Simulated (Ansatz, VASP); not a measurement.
# Two plane-wave programs on Si

Contents of INCAR:

```
SYSTEM = Si
ALGO     = Normal         ! electronic algorithm
EDIFF    = 1E-6           ! SCF threshold, eV
ENCUT    = 520            ! plane-wave cutoff, eV
GGA      = RP             ! functional
ISIF     = 2              ! what is computed and relaxed
ISMEAR   = -1             ! smearing method
LASPH    = .TRUE.         ! aspherical terms in the spheres
LCHARG   = .FALSE.        ! write CHGCAR
LREAL    = .FALSE.        ! projectors in reciprocal space
LWAVE    = .FALSE.        ! write WAVECAR
NBANDS   = 8              ! bands
NELM     = 80             ! most SCF steps
PREC     = Accurate       ! precision mode
SIGMA    = 0.1            ! smearing width, eV
```

KPOINTS

```
k-points
0
G
  16 16 16
  0 0 0
```

The input POSCAR:

```
Si
1.0
   -1.5041821828      1.5041821828      1.5041821828
    1.5041821828     -1.5041821828      1.5041821828
    1.5041821828      1.5041821828     -1.5041821828
Si
1
Direct
    0.0000000000      0.0000000000      0.0000000000
```

Input for Ansatz:

```yaml
crystal:
  lattice:
    - [-1.5041821828, 1.5041821828, 1.5041821828]
    - [1.5041821828, -1.5041821828, 1.5041821828]
    - [1.5041821828, 1.5041821828, -1.5041821828]
  atoms:
    - { symbol: Si, position: [0.0, 0.0, 0.0] }
hamiltonian:
  xc: rpbe
  pseudopotentials:
    kind: paw
    azcp:
      Si: "pseudopotentials/Si.paw.azcp"
basis:
  ecutwfc: 420
  fft_grid_basis: typed
kpoints:
  mp_grid: { grid: [16, 16, 16], shift: [0, 0, 0] }
magnetization:
  spin_polarized: false
scf:
  occupations: { method: fermi_dirac, width: 0.1 }
  lower_state_search: "off"
output:
  stress: true
```

Alike in both runs: task single point; functional RPBE; k mesh 16 × 16 × 16; occupations fermi-dirac, width 0.1 eV; no spin polarisation.

|  | VASP | Ansatz |
| --- | --- | --- |
| version | VASP 6.6.1 | Ansatz 0.2.0 |
| potentials or method | VASP PAW PBE potentials, release 64 (Si) | plane waves (420 eV) with PAW, scalar-relativistic |
| plane-wave cutoff (eV) | 520 | 420 |
| valence electrons in the cell | 4 | 4 |

VASP gave:

- pressure (GPa): 8.9

Problem. Which values does Ansatz return?

Solution. Pressure (GPa): 9.4.

With one functional, cell and mesh, what is left measures potentials, basis and numerics.

Caveats: the PAW data sets were made with another functional, which shifts forces and pressure a little (VASP).
